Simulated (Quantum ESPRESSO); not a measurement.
V:

```xyz
1
Lattice="-1.5144 1.5144 1.5144 1.5144 -1.5144 1.5144 1.5144 1.5144 -1.5144" Properties=species:S:1:pos:R:3 pbc="T T T"
V     0.0000    0.0000    0.0000
```

* Program: Quantum ESPRESSO 7.5
* Task: Hubbard U by linear response
* Functional: LDA
* Potentials or basis: PseudoDojo 0.4.1 SR LDA standard
* Cutoff: 1143 eV
* Density cutoff: 4572 eV
* k mesh: 10 × 10 × 10
* Occupations: fermi-dirac, width 0.05 eV
* Spin: collinear spin, ferromagnetic start
* Starting moments: [2.0] μB
* Hubbard terms: V d U = 0.0001 eV
* Start of the occupations: default
* Hubbard projectors: ortho-atomic
* Form of the LDA correlation: PW92
* Mixing beta: 0.3
* Most SCF iterations: 120
* SCF threshold: 2e-10 Ry
* q mesh: 2 × 2 × 2

What Hubbard parameters does linear response give?

U = 3.97 eV on V 3d. The values belong to these projectors, potentials and this ground state, and don't carry over to other codes.

Hubbard U from linear response:
```csv
site,manifold,U (eV)
1,V-3d,3.97
```
On the first site the bare response is -1.785 and the screened one -0.204 eV⁻¹.

Eigenvalues of the final occupation matrices:
| site | spin | trace | eigenvalues |
| --- | --- | --- | --- |
| V 1 3d | 1 | 2.02 | 0.37 0.37 0.43 0.43 0.43 |
| V 1 3d | 2 | 2.02 | 0.37 0.37 0.43 0.43 0.43 |

Caveat: the computed U isn't converged in cell size; the U is typed as a test and isn't derived for this compound.
